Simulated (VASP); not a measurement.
Write the native input for VASP 6.6.1 that does the following.

```yaml
Task: relaxation of cell and atoms
Functional: PBE
Potentials_or_basis: VASP PAW PBE potentials, release 64 (Al, As)
Cutoff: 600 eV
k_mesh: 10 × 10 × 10
Occupations: gaussian, width 0.03 eV
Spin: no spin polarisation
Further_INCAR_settings: ALGO = Normal; EDIFF = 1e-07; IBRION = 2; EDIFFG = -0.005; NSW = 90; ISIF = 3
```

The structure of AlAs lies in POSCAR:

```
AlAs                                    
1.0
   -0.0000000000      2.8663362662      2.8663362662
    2.8663362662      0.0000000000      2.8663362662
    2.8663362662      2.8663362662     -0.0000000000
  Al              As            
     1     1
Direct
     0.0000000000000000    0.0000000000000000    0.0000000000000000
     0.2500000000000000    0.2500000000000000    0.2500000000000000
```

The cell was built by a generator and needn't be a form met in nature.

These files were run (other wordings do the same):

INCAR

```
ALGO     = Normal         # electronic algorithm
EDIFF    = 1E-7           # SCF threshold, eV
EDIFFG   = -0.005         # ionic threshold
ENCUT    = 600            # plane-wave cutoff, eV
GGA      = PE             # functional
IBRION   = 2              # ionic algorithm
ISIF     = 3              # what is computed and relaxed
ISMEAR   = 0              # smearing method
LASPH    = True           # aspherical terms in the spheres
LCHARG   = False          # write CHGCAR
LREAL    = False          # projectors in reciprocal space
LWAVE    = False          # write WAVECAR
NELM     = 80             # most SCF steps
NSW      = 90             # ionic steps
PREC     = Accurate       # precision mode
SIGMA    = 0.03           # smearing width, eV
```

KPOINTS

```
k-points
0
Gamma
  10 10 10
```

Potentials or basis: VASP PAW PBE potentials, release 64 (Al, As).

Run with:

```sh
$ cat potpaw_PBE.64/Al/POTCAR potpaw_PBE.64/As/POTCAR > POTCAR
$ mpirun -np 1 vasp_std > vasp.out
```

Results of the run:

The pressure after relaxing is 0.0 GPa and the band gap on the k mesh is 1.50 eV, indirect (least direct gap 1.76 eV).

Caveat: the relaxation stopped at its first step, so nothing moved.

Run time: 16 s on 1 thread of AMD EPYC 7R13 Processor (Zen 3), on a shared host, peak memory 0.15 GiB.
